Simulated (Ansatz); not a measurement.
# Pd under changes of volume

One of the cells (15.531 Å³/atom); the others are scaled copies at fixed shape and fractional positions:

```
Pd
1.0
     2.78367    0.00000    0.00000
    -1.39183    2.41072    0.00000
     0.00000    0.00000    4.62889
Pd
2
Direct
  0.33333 0.66667 0.25000
  0.66667 0.33333 0.75000
```

This isn't the form of Pd at room conditions, which is fcc.

```yaml
Program: Ansatz 0.2.0
Functional: r2SCAN
Potentials_or_basis: Ansatz PAW
Cutoff: "500 eV (not typed: the program's choice for these potentials)"
k_mesh: 11 × 11 × 6
Occupations: fermi-dirac, width 0.05 eV
Spin: no spin polarisation
```

```tsv
volume (Å³/atom)	energy over the lowest point (meV/atom)	pressure (GPa)
14.600	5.93	5.3
14.910	0.00	1.2
15.221	1.58	-2.5
15.531	9.68	-5.6
15.842	23.47	-8.4
16.153	?	?
16.463	65.23	-12.8
```

Q: What does the run at 16.153 Å³/atom give?

A: Energy over the lowest point 42.18 meV/atom; pressure -10.8 GPa.

Worked out: A Birch-Murnaghan fit of order 3 (a polynomial in V^(-2/3)) to the other rows has its minimum at 14.99 Å³/atom with B0 = V·E''(V) = 180 GPa and B' = 5.7 at fixed shape and positions, which overstates the stiffness. It gives 42.24 meV/atom at 16.153 Å³/atom, against the run's 42.18, and -dE/dV = -10.8 GPa, against -10.8.

Energies are extrapolated to zero smearing.

Caveats: the PAW data sets come from PBE, with cores solved anew for the run's functional, which leaves a small shift of forces and pressure.
